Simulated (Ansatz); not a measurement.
Below is a relaxed structure of AlN. The cell was reached from a generator's guess, though it ends in a space group that the Crystallography Open Database lists for this formula.

The calculation used Ansatz 0.2.0, DFT PBE, scalar-relativistic, plane waves, PAW. Cutoff 420 eV, Γ-centred mesh, Gaussian smearing, no spin polarisation.

```
CELL_PARAMETERS angstrom
0.00000 2.03532 2.03532
2.03532 0.00000 2.03532
2.03532 2.03532 0.00000
ATOMIC_POSITIONS crystal
Al 0.50000 0.50000 0.50000
N 0.00000 0.00000 0.00000
```

The zero of energy is the elements' standard structures at the same level (N₂ as a molecule); no fitted shifts are applied.

Q: Find its symmetry and describe it.

A: Fm-3m (No. 225), the rock salt type. Conventional cell: a = 4.071 Å. Around Al lie 6 N at 2.04 Å; N has 6 Al at 2.04 Å.

Q: What is its formation energy per atom?

A: −1.200 eV/atom. It lies below the elements, which doesn't yet make it stable against other compounds or structures.

Q: Is it a metal?

A: No, the gap on the 10×10×10 mesh is 4.43 eV.

The last run used a 10×10×10 mesh for its 2-atom cell and Gaussian smearing of 0.02 eV. Kohn–Sham gaps at this level usually fall short of measured ones. This cell was reached by moving the atoms of another relaxed cell at random and relaxing again, last within the group found; it had no such test of its own.
